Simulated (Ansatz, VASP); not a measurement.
**Sb in VASP and in Ansatz**

INCAR

```
  PREC = Accurate
  ENCUT = 520
  EDIFF = 1E-6
  ISMEAR = 0
  SIGMA = 0.1
  LREAL = F
  LASPH = T
  NELM = 60
  ALGO = Normal
  ISIF = 2
  LWAVE = F
  LCHARG = F
  GGA = PE
  NBANDS = 8
```

File KPOINTS:

```
regular mesh
0
Gamma
  18 18 18
```

POSCAR

```
Sb
1.0
    3.0781270915      0.0000000000      0.0000000000
    0.0000000000      3.0781270915      0.0000000000
    0.0000000000      0.0000000000      3.0781244910
Sb
1
Direct
    0.0000000000      0.0000000000      0.0000000000
```

Input for Ansatz:

```yaml
crystal:
  lattice:
    - [3.0781270915, 0.0, 0.0]
    - [0.0, 3.0781270915, 0.0]
    - [0.0, 0.0, 3.078124491]
  atoms:
    - { symbol: Sb, position: [0.0, 0.0, 0.0] }
basis:
  ecutwfc: 420
kpoints:
  mp_grid: { grid: [18, 18, 18] }
hamiltonian:
  xc: pbe
scf:
  occupations: { method: gaussian, width: 0.1 }
output:
  forces: true
  stress: true
  eigenvalues: true
```

Alike in both runs: task single point; functional PBE; k mesh 18 × 18 × 18; occupations gaussian, width 0.1 eV; no spin polarisation.

|  | VASP | Ansatz |
| --- | --- | --- |
| version | VASP 6.6.1 | Ansatz 0.2.0 |
| potentials or method | VASP PAW PBE potentials, release 64 (Sb) | scalar-relativistic, plane waves, PAW |
| plane-wave cutoff (eV) | 520 | 420 |
| valence electrons in the cell | 5 | 15 |

```csv
,VASP,Ansatz,Ansatz less VASP
gap on the k mesh at the Fermi level (eV),none,none,-
pressure (GPa),1.8,1.8,+0.01
```

A gap of «none» marks a metal or a gap that the smearing closes. With one functional, cell and mesh, what is left measures potentials, basis and numerics. The two sets of potentials don't hold the same shells in valence. Ansatz warned: «structure_snapped_to_symmetry».

The runs have no spin-orbit coupling, so splittings on Sb are missing.
